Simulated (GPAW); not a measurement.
# The basis that the transmission of a Bi chain with an O atom on top of one atom needs, part 2 of 2

Wanted: the zero-bias transmission of a Bi chain with an O atom on top of one atom on a ladder of levels, with run times.

GPAW 26.7.0; GPAW LCAO, PAW setups; Landauer transmission from Green's functions with principal layers (ASE), zero bias.

So far, transmission at the Fermi level (one spin): step 2 (GPAW, dzp, PBE, GPAW) 1.63; step 3 (basis szp(dzp), PBE, GPAW) 1.63; step 4 (basis sz(dzp), PBE, GPAW) 1.66; step 5 (LDA) 1.65.

**8. Temperature 700**

Temperature enters only through the Fermi window.

This step: GPAW LCAO, PAW setups; Landauer transmission from Green's functions with principal layers (ASE), zero bias (GPAW 26.7.0).

Contents of run.py:

```python
import json
import numpy as np
from ase import Atoms
from ase.transport.calculators import TransportCalculator
from gpaw import GPAW, FermiDirac
from gpaw.lcao.tools import get_lcao_hamiltonian
from scipy.linalg import eigh

# The junction with lead layers at both ends, along the third cell vector
device = Atoms(
    ['Bi', 'Bi', 'Bi', 'Bi', 'Bi', 'O', 'Bi', 'Bi', 'Bi', 'Bi'],
    positions=[
        [4.50000, 4.50000, 1.45000],
        [4.50000, 4.50000, 4.35000],
        [4.50000, 4.50000, 7.25000],
        [4.50000, 4.50000, 10.15000],
        [4.50000, 4.50000, 13.05000],
        [6.33220, 4.50000, 13.05000],
        [4.50000, 4.50000, 15.95000],
        [4.50000, 4.50000, 18.85000],
        [4.50000, 4.50000, 21.75000],
        [4.50000, 4.50000, 24.65000]],
    cell=[[9.0, 0.0, 0.0], [0.0, 9.0, 0.0], [0.0, 0.0, 26.1]],
    pbc=True)

# One principal layer of the lead: the first 2 atoms of the device
lead = Atoms(
    ['Bi', 'Bi'],
    positions=[
        [4.50000, 4.50000, 1.45000],
        [4.50000, 4.50000, 4.35000]],
    cell=[[9.0, 0.0, 0.0], [0.0, 9.0, 0.0], [0.0, 0.0, 5.8]],
    pbc=True)

settings = dict(mode='lcao', basis='dzp', xc='PBE', h=0.18,
                occupations=FermiDirac(0.1), maxiter=250,
                mixer=dict(beta=0.1, nmaxold=8, weight=100.0),
                convergence=dict(density=0.0001))
energies = np.arange(-3, 3 + 1e-9, 0.075)
eta = 0.0001
n1, n2 = 1, 1
# k and -k transmit alike, so half of the mesh across the current serves
mesh = [(i, j) for i in range(n1) for j in range(n2) if (i, j) <= (-i % n1, -j % n2)]
weights = np.array([1 if (i, j) == (-i % n1, -j % n2) else 2 for i, j in mesh]) / (n1 * n2)

# [... helper functions left out ...]
fermi_lead = ground_state(lead, (1, 1, 19), 'lead.txt')
fermi_device = ground_state(device, (1, 1, 3), 'device.txt')
# [... loop over the mesh left out, but for ...]
        # Shift the lead onto the potential of the device's first layer
        shift = ((H[:, 0, 0] - H0[:, 0, 0]) / S0[0, 0]).real.mean()
# [...]
kT = 8.617333e-5 * 700
bias = [0.1, 0.2, 0.5, 1.0, 1.5, 2.0]
# [... integrals and printing left out ...]
```

Run with:

```bash
$ OMP_NUM_THREADS=1 OPENBLAS_NUM_THREADS=1 python run.py
```

What it wrote:

```text
basis functions: device 220, principal layer 46
Fermi level: lead -2.8497 eV, device -2.8546 eV; lead shifted by -0.0145 eV
largest coupling past the next layer 5.83e-06 eV, largest misfit of the first layer 0.065 eV
  E-E_F (eV)   T (one spin)  [channel counts left out]
    -3.000    9.8791e-01
    -2.925    7.3873e-01
    -2.850    4.9924e-03
    -2.775    1.1489e-01
    -2.700    2.2972e-01
    -2.625    2.8787e-01
    -2.550    3.1298e-01
    -2.475    3.1761e-01
    -2.400    3.0772e-01
    -2.325    2.8629e-01
    -2.250    2.5499e-01
    -2.175    2.1514e-01
    -2.100    1.6843e-01
    -2.025    1.1763e-01
    -1.950    6.7490e-02
    -1.875    2.5475e-02
[...]
2.475    9.7674e-01
     2.550    9.7701e-01
     2.625    9.7718e-01
     2.700    9.7727e-01
     2.775    9.7727e-01
     2.850    9.7718e-01
     2.925    9.7700e-01
     3.000    9.7672e-01
conductance at 700 K: 1.6239 G0 a cell; thermopower -5.924 uV/K
current from the zero-bias T(E) at 0.1 V: 12.578 uA
current from the zero-bias T(E) at 0.2 V: 25.127 uA
current from the zero-bias T(E) at 0.5 V: 62.355 uA
current from the zero-bias T(E) at 1.0 V: 122.01 uA
current from the zero-bias T(E) at 1.5 V: 178.61 uA
current from the zero-bias T(E) at 2.0 V: 233.37 uA
```

The job ended after 28 s (1 thread of AMD EPYC 9R45, shared host; peak memory 1.3 GiB).

Numbers from this step:

```
conductance                                    : 1.624 G₀
thermopower                                    : -5.924 μV/K
largest coupling past the next principal layer : 5.83e-6 eV
largest misfit of the first principal layer    : 0.06490 eV
shift that aligns the lead                     : -0.01451 eV
transmission at the Fermi level (one spin)     : 1.634
```

One spin. The transmission, zone mean by energy, zero at the Fermi level:

energy (eV), transmission, zone mean and a bar:
```
    -3.00       0.99 ################
    -2.77       0.11 ##
    -2.55       0.31 #####
    -2.48       0.32 #####
    -2.40       0.31 #####
    -2.17       0.22 ###
    -1.95       0.07 #
    -1.73       0.01 
    -1.57       0.14 ##
    -1.35       0.74 ############
    -1.12       0.94 ###############
    -0.90       1.01 #################
    -0.75       1.07 #################
    -0.53       1.20 ####################
    -0.30       1.40 #######################
    -0.07       1.59 ##########################
     0.00       1.63 ###########################
     0.07       1.67 ###########################
     0.30       1.74 #############################
     0.53       1.77 #############################
     0.75       1.79 #############################
     0.90       1.80 ##############################
     1.12       1.82 ##############################
     1.27       1.83 ##############################
     1.35       1.83 ##############################
     1.57       1.76 #############################
     1.73       1.42 #######################
     1.95       0.97 ################
     2.17       0.97 ################
     2.40       0.98 ################
     2.55       0.98 ################
     2.77       0.98 ################
     3.00       0.98 ################
```

Not self-consistent under bias; the bias window is split evenly. Table of current through one cell, from the zero-bias transmission by bias:

```
bias (V)  current through one cell, from the zero-bias transmission (μA)
   0.100                                                            12.6
   0.200                                                            25.1
   0.500                                                            62.4
   1.000                                                             122
   1.500                                                             179
   2.000                                                             233
```

Transmission of the three most open eigenchannels against energy, zero at the Fermi level:

| energy (eV) | channel 1 | channel 2 | channel 3 |
| --- | --- | --- | --- |
| -3.00 | 0.988 | 3.1e-11 | 0 |
| -2.85 | 0.00499 | 2.6e-12 | 0 |
| -2.70 | 0.230 | 4.1e-11 | 0 |
| -2.55 | 0.313 | 3.8e-11 | 0 |
| -2.33 | 0.286 | 3.6e-11 | 0 |
| -2.17 | 0.215 | 3.5e-11 | 0 |
| -2.02 | 0.118 | 3.5e-11 | 0 |
| -1.88 | 0.0255 | 3.5e-11 | 0 |
| -1.73 | 0.00797 | 3.3e-11 | 3.2e-12 |
| -1.57 | 0.141 | 3.2e-11 | 2.0e-11 |
| -1.35 | 0.695 | 0.0462 | 0.00111 |
| -1.20 | 0.814 | 0.0920 | 3.3e-4 |
| -1.05 | 0.863 | 0.107 | 0.00104 |
| -0.90 | 0.894 | 0.110 | 0.00994 |
| -0.75 | 0.918 | 0.112 | 0.0351 |
| -0.60 | 0.936 | 0.117 | 0.0899 |
| -0.38 | 0.954 | 0.245 | 0.128 |
| -0.23 | 0.961 | 0.373 | 0.134 |
| -0.07 | 0.967 | 0.482 | 0.139 |
| 0.00 | 0.968 | 0.526 | 0.140 |
| 0.07 | 0.970 | 0.561 | 0.140 |
| 0.23 | 0.972 | 0.614 | 0.137 |
| 0.38 | 0.974 | 0.649 | 0.131 |
| 0.60 | 0.976 | 0.687 | 0.118 |
| 0.75 | 0.977 | 0.709 | 0.107 |
| 0.90 | 0.977 | 0.731 | 0.0952 |
| 1.05 | 0.977 | 0.754 | 0.0830 |
| 1.20 | 0.977 | 0.776 | 0.0708 |
| 1.35 | 0.977 | 0.790 | 0.0580 |
| 1.57 | 0.976 | 0.748 | 0.0347 |
| 1.73 | 0.972 | 0.435 | 0.00999 |
| 1.88 | 0.970 | 1.6e-8 | 3.3e-11 |
| 2.02 | 0.973 | 5.1e-11 | 2.1e-11 |
| 2.17 | 0.975 | 2.0e-11 | 2.3e-12 |
| 2.33 | 0.976 | 2.0e-11 | 0 |
| 2.55 | 0.977 | 1.9e-11 | 0 |
| 2.70 | 0.977 | 1.8e-11 | 0 |
| 2.85 | 0.977 | 1.7e-11 | 0 |
| 3.00 | 0.977 | 1.6e-11 | 0 |

With these changes, and at 700 K in place of 300 K, the conductance is 1.62 G₀ against 1.63 in the dzp run; T at the Fermi level, which temperature doesn't enter, is 1.63 against 1.63.

**9. Another change of settings**

A last run, with other settings again.

run.py, as its differences from that of step 8:

```diff
@@ -35,3 +35,3 @@
 settings = dict(mode='lcao', basis='dzp', xc='PBE', h=0.18,
-                occupations=FermiDirac(0.1), maxiter=250,
+                occupations=FermiDirac(2.0), maxiter=100,
                 mixer=dict(beta=0.1, nmaxold=8, weight=100.0),
@@ -52,3 +52,3 @@
 # [...]
-kT = 8.617333e-5 * 700
+kT = 8.617333e-5 * 300
 bias = [0.1, 0.2, 0.5, 1.0, 1.5, 2.0]
```

What it wrote:

```text
basis functions: device 220, principal layer 46
Fermi level: lead -2.4149 eV, device -2.4427 eV; lead shifted by 0.0006 eV
largest coupling past the next layer 5.77e-06 eV, largest misfit of the first layer 0.004 eV
  E-E_F (eV)   T (one spin)  [channel counts left out]
    -3.000    5.2353e-02
    -2.925    9.5786e-02
    -2.850    1.5178e-01
    -2.775    2.1760e-01
    -2.700    2.8945e-01
    -2.625    3.6334e-01
    -2.550    4.3573e-01
    -2.475    5.0400e-01
    -2.400    5.6653e-01
    -2.325    6.2258e-01
    -2.250    6.7205e-01
    -2.175    7.1530e-01
    -2.100    7.5293e-01
    -2.025    7.8570e-01
    -1.950    8.1446e-01
    -1.875    8.4036e-01
[...]
2.475    9.7833e-01
     2.550    9.7782e-01
     2.625    9.7721e-01
     2.700    9.7649e-01
     2.775    9.7563e-01
     2.850    9.7463e-01
     2.925    9.7343e-01
     3.000    9.7200e-01
conductance at 300 K: 1.7996 G0 a cell; thermopower -0.8961 uV/K
current from the zero-bias T(E) at 0.1 V: 13.942 uA
current from the zero-bias T(E) at 0.2 V: 27.876 uA
current from the zero-bias T(E) at 0.5 V: 69.561 uA
current from the zero-bias T(E) at 1.0 V: 138.19 uA
current from the zero-bias T(E) at 1.5 V: 204.9 uA
current from the zero-bias T(E) at 2.0 V: 268.55 uA
```

It took 25 s on 1 thread; peak memory 1.3 GiB.

The run finished. A setting was moved off its sound value on purpose, so it serves as a test and not as the result.

The fault put into the input: a smearing of electronvolts (width = 2.0).

Side by side:

```csv
quantity,this run,sound run,difference
conductance (G₀),1.7996,1.6311,0.168
largest coupling past the next principal layer (eV),5.769e-6,5.832e-6,-6.3e-8
largest misfit of the first principal layer (eV),0.0042986,0.064902,-0.0606
shift that aligns the lead (eV),5.576e-4,-0.014509,0.0151
transmission at the Fermi level (one spin),1.8002,1.6337,0.167
```

The two runs differ clearly in the conductance: 1.80 G₀ against 1.63 G₀.

**10. Summary of results**

```yaml
conductance: 1.63 G₀
transmission_at_the_fermi_level_mean_of_the_spins: 1.63
thermopower: -2.50 μV/K
```

What this shows: In the dzp basis the junction conducts 1.63 G₀ at 300 K, with T = 1.63 a spin at the Fermi level; the sz basis reaches that conductance within 10 %. At the Fermi level the three most open eigenchannels pass 0.97, 0.53 and 0.14. Measured against the first run (dzp), the nearest curve is that of dzp-LDA (r.m.s. 0.023) and the farthest that of sz (0.18). Over the compared runs wall time goes from 17 s (sz) to 26 s (dzp), on a shared host. The geometry was built from estimated bond lengths and not relaxed, so the numbers describe this model structure. The run had no spin polarisation, so a magnetic state, which chains and small molecules with open shells often have, wasn't tested. Spin-orbit coupling is left out, which matters for the heavy atoms here. An evenly spaced straight chain is an idealisation: free chains tend to dimerise, zigzag or, where a band edge lies near the Fermi level, turn magnetic. The currents use the zero-bias T(E) throughout, which holds only while the bias is small against the distance to the nearest feature. The energy step is wider than the thermal energy, so the conductance and thermopower rest on interpolation of T(E).

[Logs are printed without paths, hosts, clocks, repeated set-up lines and the standing remarks that a program may print on its own settings, such as how far it seeks lower states.]

[Hosts, paths, dates, database ids (printed as entryN), source tags and the programs' standing remarks are cut or masked in the printed files.]
